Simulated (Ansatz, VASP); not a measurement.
One calculation of HfO2, two programs

```xyz
6
Lattice="4.8135 0.0000 0.0000 0.0000 4.8135 0.0000 0.0000 0.0000 3.2054" Properties=species:S:1:pos:R:3 pbc="T T T"
Hf    2.4068    2.4068    1.6027
Hf    0.0000    0.0000    0.0000
O     3.8751    0.9384    1.6027
O     3.3452    3.3452    0.0000
O     1.4683    1.4683    0.0000
O     0.9384    3.8751    1.6027
```

Measurements of this composition are mostly on another form, of space group No. 14.

Alike in both runs: task single point; functional PBEsol; k mesh 6 × 6 × 8; occupations fermi-dirac, width 0.05 eV; no spin polarisation.

|  | VASP | Ansatz |
| --- | --- | --- |
| version | VASP 6.6.1 | Ansatz 0.2.0 |
| potentials or method | VASP PAW PBE potentials, release 64 (Hf_pv, O), cutoff 520 eV | all-electron LAPW, scalar-relativistic |

VASP gave:

- gap on the k mesh at the Fermi level (eV): 3.87
- least direct gap on the mesh (eV): 3.87
- pressure (GPa): -0.9
- largest component of the traceless stress (GPa): 0.50
- rms of the force components (eV/Å): 0.015

**Question.** Which values does Ansatz return?

**Answer.** gap on the k mesh at the Fermi level (eV): 3.92; least direct gap on the mesh (eV): 3.92; pressure (GPa): 1.9; largest component of the traceless stress (GPa): 0.03; rms of the force components (eV/Å): 0.007.

Atom by atom the forces differ by 0.022 eV/Å (rms over components). Ansatz ran all-electron here, so the differences hold the error of VASP's frozen core and of both bases.

Caveats: spin-orbit coupling is left out, which moves the levels of the heavy elements; the PAW data sets were made with another functional, which shifts forces and pressure a little (VASP). A k mesh can miss the band edges. Expect the measured gap to be larger: semilocal functionals such as PBEsol lack the derivative discontinuity.
